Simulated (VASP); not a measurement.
# BeTe (F-43m) in VASP: further runs

The runs below take BeTe through single point, relaxation of cell and atoms, with LDA.

Program: VASP 6.6.1. These are calculated values, not measurements. Logs are shortened: lines on timing, memory, paths and dates and some standing lists are left out, and cuts for length are marked.

### Step 1. The structure

Symmetry: F-43m, No. 216, cubic system. The conventional cell has a = 5.555 Å, b = 5.555 Å, c = 5.555 Å, α = 90.00°, β = 90.00°, γ = 90.00°. Be (site symmetry -43m) has 4 Te at 2.41 Å as nearest neighbours. Te (site symmetry -43m) has 4 Be at 2.41 Å as nearest neighbours.

The cell comes from a database or a generator and needn't be the stable form of this composition.

### Step 2. Single point, LDA

Contents of INCAR:

```
PREC = Accurate
ENCUT = 520
EDIFF = 1E-6
ISMEAR = 0
SIGMA = 0.02
LREAL = F
LASPH = T
NELM = 100
ALGO = Fast
ISIF = 2
LWAVE = F
LCHARG = T
GGA = CA
LELF = T
LVHAR = T
NBANDS = 11
```

Contents of KPOINTS:

```
regular mesh
0
Gamma
  8 8 8
```

Contents of POSCAR:

```
BeTe
1.0
    0.0000000000      2.7774298705      2.7774298705
    2.7774298705      0.0000000000      2.7774298705
    2.7774298705      2.7774298705      0.0000000000
Be Te
1 1
Direct
    0.0000000000      0.0000000000      0.0000000000
    0.2500000000      0.2500000000      0.2500000000
```

Potentials or basis: VASP PAW LDA potentials, release 64 (Be, Te).

Command:

```sh
$ cat potpaw_LDA.64/Be/POTCAR potpaw_LDA.64/Te/POTCAR > POTCAR
$ mpirun -np 1 vasp_std > vasp.out
```

OUTCAR:

```text
PREC = Accurate
   ENCUT = 520
   EDIFF = 1E-6
   ISMEAR = 0
   LREAL = F
   LASPH = T
   NELM = 100
   ISIF = 2
   GGA = CA

 ion  position               nearest neighbor table
   1  0.000  0.000  0.000-   2 2.41   2 2.41   2 2.41   2 2.41
   2  0.250  0.250  0.250-   1 2.41   1 2.41   1 2.41   1 2.41

  LATTYP: Found a face centered cubic cell.
 ALAT       =     5.5548597410

  Lattice vectors:

 A1 = (   0.0000000000,   2.7774298705,   2.7774298705)
 A2 = (   2.7774298705,   0.0000000000,   2.7774298705)
 A3 = (   2.7774298705,   2.7774298705,   0.0000000000)

Analysis of symmetry for initial positions (statically):
=====================================================================
 Subroutine PRICEL returns:
 Original cell was already a primitive cell.

 Routine SETGRP: Setting up the symmetry group for a
 face centered cubic supercell.

 Subroutine GETGRP returns: Found 24 space group operations
 (whereof 24 operations were pure point group operations)
 out of a pool of 48 trial point group operations.

The static configuration has the point symmetry T_d .

Analysis of symmetry for dynamics (positions and initial velocities):
=====================================================================
 Subroutine PRICEL returns:
 Original cell was already a primitive cell.

 Routine SETGRP: Setting up the symmetry group for a
 face centered cubic supercell.

 Subroutine GETGRP returns: Found 24 space group operations
 (whereof 24 operations were pure point group operations)
 out of a pool of 48 trial point group operations.

The dynamic configuration has the point symmetry T_d .

 Subroutine INISYM returns: Found 24 space group operations
 (whereof 24 operations are pure point group operations),
 and found     1 'primitive' translations

----------------------------------------------------------------------------------------

                                     Primitive cell

  volume of cell :      42.8508

  direct lattice vectors                    reciprocal lattice vectors
     0.000000000  2.777429870  2.777429870    -0.180022547  0.180022547  0.180022547
     2.777429870  0.000000000  2.777429870     0.180022547 -0.180022547  0.180022547
     2.777429870  2.777429870  0.000000000     0.180022547  0.180022547 -0.180022547

  length of vectors
     3.927878991  3.927878991  3.927878991     0.311808198  0.311808198  0.311808198

  position of ions in fractional coordinates (direct lattice)
     0.000000000  0.000000000  0.000000000
     0.250000000  0.250000000  0.250000000

  ion indices of the primitive-cell ions
   primitive index   ion index
                 1           1
                 2           2

----------------------------------------------------------------------------------------

 KPOINTS: regular mesh

Automatic generation of k-mesh.
 Grid dimensions read from file:
 generate k-points for:    8    8    8

 Generating k-lattice:

  Cartesian coordinates                     Fractional coordinates (reciprocal lattice)
    -0.022502818  0.022502818  0.022502818     0.125000000  0.000000000  0.000000000
     0.022502818 -0.022502818  0.022502818     0.000000000  0.125000000  0.000000000
     0.022502818  0.022502818 -0.022502818     0.000000000  0.000000000  0.125000000

  Length of vectors
     0.038976025  0.038976025  0.038976025

  Shift w.r.t. Gamma in fractional coordinates (k-lattice)
     0.000000000  0.000000000  0.000000000

 Subroutine IBZKPT returns following result:
 ===========================================

 Found     29 irreducible k-points:

 Following reciprocal coordinates:
            Coordinates               Weight
  0.000000  0.000000  0.000000      1.000000
  0.125000  0.000000  0.000000      8.000000
  0.250000  0.000000  0.000000      8.000000
  0.375000  0.000000  0.000000      8.000000
  0.500000  0.000000  0.000000      4.000000
  0.125000  0.125000  0.000000      6.000000
[... 16 lines left out ...]
  0.500000  0.250000  0.125000     48.000000
 -0.375000  0.250000  0.125000     24.000000
 [... further k-points ...]
   k-points           NKPTS =     29   k-points in BZ     NKDIM =     29   number of bands    NBANDS=     11
   number of dos      NEDOS =    301   number of ions     NIONS =      2
   total plane-waves  NPLWV =  27000
   dimension x,y,z NGX =    30 NGY =   30 NGZ =   30
   dimension x,y,z NGXF=    60 NGYF=   60 NGZF=   60
   ions per type =               1   1
   NGX,Y,Z   is equivalent  to a cutoff of  12.70, 12.70, 12.70 a.u.
   NGXF,Y,Z  is equivalent  to a cutoff of  25.39, 25.39, 25.39 a.u.
 SYSTEM =  unknown system
   PREC   = accura    normal or accurate (medium, high low for compatibility)
   ISTART =      0    job   : 0-new  1-cont  2-samecut
   ICHARG =      2    charge: 1-file 2-atom 10-const
   ISPIN  =      1    spin polarized calculation?
   LNONCOLLINEAR =      F non collinear calculations
   LSORBIT =      F    spin-orbit coupling
   LASPH  =      T    aspherical Exc in radial PAW
   ENCUT  =  520.0 eV  38.22 Ry    6.18 a.u.   7.30  7.30  7.30*2*pi/ulx,y,z
   NELM   =    100;   NELMIN=  2; NELMDL= -5     # of ELM steps
   EDIFF  = 0.1E-05   stopping-criterion for ELM
   LREAL  =      F    real-space projection
   EDIFFG = 0.1E-04   stopping-criterion for IOM
   NSW    =      0    number of steps for IOM
   IBRION =     -1    ionic relax: 0-MD 1-quasi-New 2-CG
   NFREE  =      0    steps in history (QN), initial steepest desc. (CG)
   ISIF   =      2    stress and relaxation
   ISYM   =      2    0-nonsym 1-usesym 2-fastsym
   POTIM  = 0.5000    time-step for ionic-motion
   TEBEG  =    0.0;   TEEND  =   0.0 temperature during run
   PSTRESS=    0.0 pullay stress
   NELECT =       8.0000    total number of electrons
   NUPDOWN=      -1.0000    fix difference up-down
   EMIN   =  10.00;   EMAX   =-10.00  energy-range for DOS
   EFERMI =   0.00;   METHOD = LEGACY
   ISMEAR =     0;   SIGMA  =   0.02  broadening in eV -4-tet -1-fermi 0-gaus
   EFERMI_NEDOS =   21; number of points for ismear=-14 and -15
   IALGO  =     68    algorithm
   IMIX   =      4    mixing-type and parameters
     AMIX     =   0.40;   BMIX     =  1.00
     AMIX_MAG =   1.60;   BMIX_MAG =  1.00
  volume/ion in A,a.u.               =      21.43       144.59
  Fermi-wavevector in a.u.,A,eV,Ry     =   0.935661  1.768142 11.911370  0.875461
  Thomas-Fermi vector in A             =   2.062591
   LORBIT       =      0    0 simple, 1 ext, 2 COOP (PROOUT), +10 PAW based schemes
   GGA     = CA    functional components
   LHFCALC =     F    Hartree Fock is set to
   AEXX    =    0.0000 exact exchange contribution
   IVDW    =     0    specifies the selected vdW correction
   LEPSILON=     F    determine dielectric tensor
   LRPA    =     F    only Hartree local field effects (RPA)
 non-spin polarized calculation
 RMM-DIIS sequential band-by-band and
 Gauss-broadening in eV      SIGMA  =   0.02
  energy-cutoff  :      520.00
  volume of cell :       42.85
 maximum number of plane-waves:      1174
 NGX is ok and might be reduce to    30
   NGX = 15   NGY = 15   NGZ = 15

 number of electron       7.9999999 magnetization

 Free energy of the ion-electron system (eV)
  ---------------------------------------------------
  ext. energy  EPLUGINS =         0.00000000
  ---------------------------------------------------
  free energy    TOTEN  =        -8.72650853 eV

  energy without entropy =       -8.72650853  energy(sigma->0) =       -8.72650853

 E-fermi :   5.5142     XC(G=0):  -9.4306

 val. band max:        5.4167381128   @ k =   0.0000   0.0000   0.0000
 cond. band min:       7.1872203535   @ k =   0.5000   0.5000   0.0000
 fundamental gap:      1.7704822407
 Fermi energy:         5.5142091112

 k-point     1 :       0.0000    0.0000    0.0000
  band No.  band energies     occupation
      1      -7.1795      2.00000
      2       5.4167      2.00000
      3       5.4167      2.00000
      4       5.4167      2.00000
      5       8.9661      0.00000
      6       8.9661      0.00000
      7       8.9661      0.00000
      8       9.4467      0.00000
      9      13.6586      0.00000
     10      15.7400      0.00000
     11      15.7400      0.00000

 k-point     2 :       0.1250    0.0000    0.0000
  band No.  band energies     occupation
      1      -7.0238      2.00000
      2       4.0442      2.00000
      3       5.1632      2.00000
      4       5.1632      2.00000
      5       8.9716      0.00000
      6       9.3284      0.00000
      7       9.3284      0.00000
      8      10.7080      0.00000
      9      14.0603      0.00000
     10      14.7246      0.00000
     11      14.7246      0.00000

 k-point     3 :       0.2500    0.0000    0.0000
  band No.  band energies     occupation
      1      -6.5921      2.00000
      2       1.9516      2.00000
      3       4.6972      2.00000
      4       4.6972      2.00000
      5       8.7867      0.00000
      6       9.8730      0.00000
      7       9.8730      0.00000
      8      12.5577      0.00000
      9      14.3930      0.00000
     10      14.4413      0.00000
     11      14.4413      0.00000
[... 267 lines left out ...]
 k-point    23 :       0.5000    0.2500    0.1250
  band No.  band energies     occupation
      1      -5.7388      2.00000
      2       0.5956      2.00000
      3       2.4820      2.00000
      4       3.6261      2.00000
      5       9.3942      0.00000
      6      10.1076      0.00000
      7      11.3485      0.00000
      8      12.3887      0.00000
      9      15.2708      0.00000
     10      15.8196      0.00000
     11      17.7134      0.00000

 k-point    24 :      -0.3750    0.2500    0.1250
  band No.  band energies     occupation
      1      -5.4857      2.00000
      2       0.0662      2.00000
      3       2.3766      2.00000
      4       3.3867      2.00000
      5       9.5368      0.00000
      6       9.8192      0.00000
      7      12.1636      0.00000
      8      13.2221      0.00000
      9      13.8917      0.00000
     10      16.9930      0.00000
     11      17.3515      0.00000

 [... further k-points ...]

------------------------ aborting loop because EDIFF is reached ----------------------------------------

  FORCE on cell =-STRESS in cart. coord.  units (eV):
  Direction    XX          YY          ZZ          XY          YZ          ZX
  --------------------------------------------------------------------------------------
  -------------------------------------------------------------------------------------
  Total        0.0707499      0.0707499      0.0707499     -0.0000000      0.0000000      0.0000000
  in kB        2.6453146      2.6453146      2.6453146     -0.0000000      0.0000000      0.0000000
  external PRESSURE =       2.6453146 kB  Pullay stress =       0.0000000 kB

 VOLUME and BASIS-vectors are now :
 -----------------------------------------------------------------------------
  energy-cutoff  :      520.00
  volume of cell :       42.85
      direct lattice vectors                 reciprocal lattice vectors
     0.000000000  2.777429870  2.777429870    -0.180022547  0.180022547  0.180022547
     2.777429870  0.000000000  2.777429870     0.180022547 -0.180022547  0.180022547
     2.777429870  2.777429870  0.000000000     0.180022547  0.180022547 -0.180022547

 POSITION                                       TOTAL-FORCE (eV/Angst)
 -----------------------------------------------------------------------------------
      0.00000      0.00000      0.00000        -0.000000     -0.000000     -0.000000
      1.38871      1.38871      1.38871         0.000000      0.000000      0.000000
 -----------------------------------------------------------------------------------
    total drift:                                0.000000      0.000000      0.000000

  FREE ENERGIE OF THE ION-ELECTRON SYSTEM (eV)
  ---------------------------------------------------
  free  energy   TOTEN  =        -8.7265085326 eV

  energy  without entropy=       -8.7265085326  energy(sigma->0) =       -8.72650853
```

Wall time 13 s (1 thread of Intel Xeon Platinum 8488C (Sapphire Rapids), shared host); peak memory 0.14 GiB.

Results:

| Item | Value |
| --- | --- |
| Free energy | -8.7265 eV |
| Pressure | 0.3 GPa |
| Band gap on the k mesh | 1.77 eV, indirect (least direct gap 3.55 eV) |

Caveat: spin-orbit coupling is left out, which moves the levels of the heavy elements. A k mesh can miss the band edges.

(Part 1 of 2 ends here.)
